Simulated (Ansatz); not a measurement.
# Compressing SnO

These are results of DFT PBEsol, scalar-relativistic, plane waves, PAW (Ansatz 0.2.0), not measurements. Settings: 420 eV cutoff, 12×12×10 k-mesh, Gaussian smearing of 0.10 eV, no spin polarisation.

The relaxed crystal:

```yaml
crystal:
  lattice:
    - [3.80529, 0.00000, 0.00000]
    - [0.00000, 3.80529, 0.00000]
    - [0.00000, 0.00000, 4.75343]
  atoms:
    - { symbol: Sn, position: [0.00000, 0.50000, 0.24240] }
    - { symbol: Sn, position: [0.50000, 0.00000, 0.75760] }
    - { symbol: O, position: [0.50000, 0.50000, 0.00000] }
    - { symbol: O, position: [0.00000, 0.00000, 0.00000] }
```

Cell and atoms are relaxed at each pressure within the symmetry of the start, at zero temperature, so transitions that lower the symmetry aren't seen. The k-mesh given is that at zero pressure and may differ at others. a, b and c are the lengths of the cell vectors above. ΔH is E + PV over the energy at zero pressure. Gaps are Kohn–Sham gaps over the whole zone.

```
P (GPa) V (Å³/atom) V/V0  a (Å) b (Å) c (Å)  ΔH (eV/atom) gap (eV)
     -1        17.79  1.034  3.820  3.820  4.875        -0.109      0.11
      0        17.21  1.000  3.805  3.805  4.753         0.000     metal
      1        16.74  0.973  3.791  3.791  4.657         0.106     metal
      4        15.73  0.914  3.747  3.747  4.481         0.409     metal
     12        14.34  0.833  3.674  3.674  4.249         1.156     metal
     25        13.05  0.758  3.581  3.581  4.071         2.262     metal
     50        11.69  0.680  3.480  3.480  3.863         4.181     metal
     90        10.48  0.609  3.381  3.381  3.668         6.936     metal
```

Closed-shell ions balance this formula, and semilocal functionals make gaps too small, so «metal» can mean here that the functional has closed a real gap.